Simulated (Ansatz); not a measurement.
# Ge: pressure against volume

An exercise on one series of results from a longer session: the logs are not shown, and one member is left open.

Program: Ansatz 0.2.0. Level of theory: DFT PBE, scalar-relativistic. These are calculated values, not measurements.

## The structure to begin with

Symmetry: P6_3/mmc, No. 194, hexagonal system. The conventional cell has a = 3.998 Å, b = 3.998 Å, c = 6.599 Å, α = 90.00°, β = 90.00°, γ = 120.00°. Around Ge (site symmetry 3m) lie 4 Ge at 2.45 to 2.47 Å.

Structure file:

```
Ge
1.0
     3.99759    0.00000    0.00000
    -1.99879    3.46201    0.00000
     0.00000    0.00000    6.59938
Ge
4
Direct
  0.66667 0.33333 0.06290
  0.33333 0.66667 0.56290
  0.66667 0.33333 0.43710
  0.33333 0.66667 0.93710
```

Atoms are numbered in the order of the input: Ge1, Ge2, Ge3, Ge4.

Set-up of the first run:

File input.yaml:

```yaml
crystal:
  lattice:
    - [3.9159795603, 0.0, 0.0]
    - [-1.9579897802, 3.39133778, 0.0]
    - [0.0, 0.0, 6.464658966]
  atoms:
    - { symbol: Ge, position: [0.6666666667, 0.3333333333, 0.06290125] }
    - { symbol: Ge, position: [0.3333333333, 0.6666666667, 0.56290125] }
    - { symbol: Ge, position: [0.6666666667, 0.3333333333, 0.43709875] }
    - { symbol: Ge, position: [0.3333333333, 0.6666666667, 0.93709875] }
kpoints:
  mp_grid: { grid: [11, 11, 6] }
  band_path:
    path:
      - [0.0, 0.0, 0.0]
      - [0.5, 0.0, 0.0]
      - [0.3333333333, 0.3333333333, 0.0]
      - [0.0, 0.0, 0.0]
      - [0.0, 0.0, 0.5]
      - [0.5, 0.0, 0.5]
      - [0.3333333333, 0.3333333333, 0.5]
      - [0.0, 0.0, 0.5]
      - [0.5, 0.0, 0.5]
    npoints: 5
scf:
  occupations: { method: fermi_dirac, width: 0.05 }
hamiltonian:
  xc: pbe
  pseudopotentials: { kind: all_electron, lapw: { basis_error: 0.001 } }
output:
  forces: true
  stress: true
  eigenvalues: true
```

Started as:

```console
ansatz run input.yaml --threads 1 --pin off --max-ram 4096MiB --backend cpu --events-out ev --progress --plain --runs-dir out
```

Among the steps run: Volume × 0.94, LAPW; Volume × 0.94, PAW; Volume × 0.94, crystal datasets; Volume × 0.98, LAPW; Volume × 0.98, PAW; Volume × 0.98, crystal datasets; Volume × 1.01, LAPW; Volume × 1.01, PAW; Volume × 1.01, crystal datasets; Volume × 1.04, LAPW; Volume × 1.04, PAW; Volume × 1.04, crystal datasets.

One of the session's tables, all rows but one given; the rest of the session is left out.

```
          method  volume (Å³/atom)  pressure (GPa)  largest force (eV/Å)
            LAPW            21.463               ?                     ?
            LAPW            22.377            4.43                 0.014
            LAPW            23.062            2.21                 0.004
            LAPW            23.747            0.30                 0.006
             PAW            21.463            8.09                 0.032
             PAW            22.377            4.43                 0.014
             PAW            23.062            2.21                 0.005
             PAW            23.747            0.30                 0.006
crystal datasets            21.463            8.07                 0.032
crystal datasets            22.377            4.43                 0.014
crystal datasets            23.062            2.21                 0.004
crystal datasets            23.747            0.30                 0.006
```

Estimate the missing values for LAPW, 21.463.

As computed: pressure (GPa): 8.08; largest force (eV/Å): 0.032. In the column «pressure (GPa)» it lies between crystal datasets, 21.463 (8.07) and PAW, 21.463 (8.09).

To keep in mind: Warnings in the runs' records: crystal datasets made.
